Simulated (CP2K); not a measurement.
GaAs:

```xyz
2
Lattice="3.9978 0.0000 0.0000 1.9989 3.4622 0.0000 1.9989 1.1541 3.2642" Properties=species:S:1:pos:R:3 pbc="T T T"
As    5.9967    3.4622    2.4481
Ga    0.0000    0.0000    0.0000
```

Base run:

```yaml
Program: CP2K 2026.2
Functional: PBE
Potentials_or_basis: GTH_SOC_POTENTIALS As GTH-PBE-q5, Ga GTH-PBE-q13; DZVP-MOLOPT-SR-GTH basis
Density_cutoff: 6123 eV
k_mesh: 8 × 8 × 8
Occupations: fermi-dirac, width 0.05 eV
Spin: spin-orbit coupling, no magnetisation
```

Its results: pressure 4.2 GPa.

Q: The run is repeated on the same cell with these changes: functional from PBE to r2SCAN; density cutoff from 6123 eV to 9184 eV; cutoff of the grids from 450 Ry to 675 Ry. What comes out?

A: Pressure 1.0 GPa.

Caveats: the basis of atomic orbitals isn't converged, which shifts pressures, moduli and gaps; the real-space grid breaks the cell's symmetry a little (some runs); the potentials were made for another functional, which shifts forces and pressure (some runs).
